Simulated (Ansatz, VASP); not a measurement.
**One calculation of K, two programs**

The input INCAR:

```
SYSTEM = K
ALGO = Fast ; EDIFF = 1E-7
ENCUT = 520 ; GGA = PE
ISIF = 2 ; ISMEAR = -1
LASPH = .True. ; LCHARG = .False.
LREAL = .False. ; LWAVE = .False.
NBANDS = 10 ; NELM = 100
PREC = Accurate ; SIGMA = 0.0349
```

File KPOINTS:

```
k-points
0
Gamma
  11 11 11
  0 0 0
```

POSCAR

```
K
1.0
    0.0000000000      2.7041490000      2.7041490000
    2.7041490000      0.0000000000      2.7041490000
    2.7041490000      2.7041490000      0.0000000000
K
1
Direct
    0.0000000000      0.0000000000      0.0000000000
```

Input for Ansatz:

```yaml
crystal:
  lattice:
    - [0.0, 2.704149, 2.704149]
    - [2.704149, 0.0, 2.704149]
    - [2.704149, 2.704149, 0.0]
  atoms:
    - { symbol: K, position: [0.0, 0.0, 0.0] }
  symmetry: { tolerance: 0.0003 }
kpoints:
  mp_grid: { grid: [11, 11, 11], shift: [0, 0, 0] }
  band_path:
    path:
      - [0.0, 0.0, 0.0]
      - [0.5, 0.0, 0.5]
      - [0.625, 0.25, 0.625]
      - [0.375, 0.375, 0.75]
      - [0.0, 0.0, 0.0]
      - [0.5, 0.5, 0.5]
      - [0.5, 0.25, 0.75]
      - [0.5, 0.0, 0.5]
    npoints: 8
magnetization:
  spin_polarized: false
scf:
  occupations: { method: fermi_dirac, width: 0.0349 }
  lower_state_search: "off"
  max_iter: 200
hamiltonian:
  pseudopotentials: { kind: paw }
  xc: pbe
basis:
  ecutwfc: 420
  fft_grid_basis: typed
output:
  forces: true
  stress: true
  eigenvalues: true
  bader: true
  populations: true
  elf: true
  write_potential: true
  volumetric_format: npy
  dos:
    e_range: [-12, 8]
    de: 0.05
    projected: { site_lists: { K: [K] } }
checkpoint:
  read: saved_state
```

Alike in both runs: task single point; functional PBE; k mesh 11 × 11 × 11; occupations fermi-dirac, width 0.0349 eV; no spin polarisation.

|  | VASP | Ansatz |
| --- | --- | --- |
| version | VASP 6.6.1 | Ansatz 0.2.0 |
| potentials or method | VASP PAW PBE potentials, release 64 (K_sv) | PAW plane waves |
| plane-wave cutoff (eV) | 520 | 420 |
| valence electrons in the cell | 9 | 9 |

```csv
,VASP,Ansatz,Ansatz less VASP
pressure (GPa),7.0,7.0,+0.01
```

With one functional, cell and mesh, what is left measures potentials, basis and numerics.
